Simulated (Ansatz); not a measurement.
**Settings and field gradients in Si3N4**

Cell: a COD entry, its atoms then relaxed with PBE in this cell.

```cif
data_Si3N4
_symmetry_space_group_name_H-M 'P6_3/m'
_symmetry_Int_Tables_number 176
_cell_length_a 7.5950
_cell_length_b 7.5950
_cell_length_c 2.9023
_cell_angle_alpha 90.000
_cell_angle_beta 90.000
_cell_angle_gamma 120.000
loop_
_atom_site_label
_atom_site_type_symbol
_atom_site_symmetry_multiplicity
_atom_site_Wyckoff_symbol
_atom_site_fract_x
_atom_site_fract_y
_atom_site_fract_z
Si Si 6 h 0.7673 0.1736 0.2500
N7 N 6 h 0.0294 0.3297 0.2500
N13 N 2 d 0.3333 0.6667 0.7499
```

One atom of each set is listed.

Reference run. The numbers come from a DFT calculation in Ansatz (PBE, plane waves and PAW, scalar-relativistic, 420 eV cutoff, Γ-centred 4×4×10 k-points, Fermi–Dirac smearing 0.02 eV).

It gives V_zz (10²¹ V/m²) N7 -4.90 (η 0.07), Si 0.99 (η 0.42), among others. Each of these runs changes the input as listed (caps on SCF iterations aside):

A. hamiltonian.dispersion: not typed → d3bj
B. kpoints.mp_grid.shift: not typed → [0.5, 0.5, 0.5]; hamiltonian.xc: pbe → lda
C. hamiltonian.pseudopotentials: pseudopotentials → PSEUDOPOTENTIALS
D. hamiltonian.dispersion: not typed → d4; kpoints.mp_grid.grid: [4, 4, 10] → [3, 3, 8]

**Question.** Which of these changes matter for the gradients?

**Answer.** 

| run | N7 V_zz (η) | Si V_zz (η) | largest change of a gradient tensor, all atoms | note |
| --- | --- | --- | --- | --- |
| A | -4.90 (0.07) | 0.99 (0.42) | 0.00 | converged |
| B | -4.72 (0.08) | 0.98 (0.42) | 0.19 | converged; another functional; the mesh lowers the symmetry |
| C | – | – | – | refused: unknown field `PSEUDOPOTENTIALS` |
| D | -4.90 (0.07) | 0.99 (0.42) | 0.00 | converged; mesh coarser than the reference's |

Run B moves them most, on N13 (V_zz from -4.83 to -4.64). Run C holds a misspelt key.

Run B changes kpoints.mp_grid.shift, hamiltonian.xc together, so the table can't tell their shares apart.

On the reference run: At this cell the PBE pressure is 6 GPa, so with PBE the cell would grow if it were relaxed.
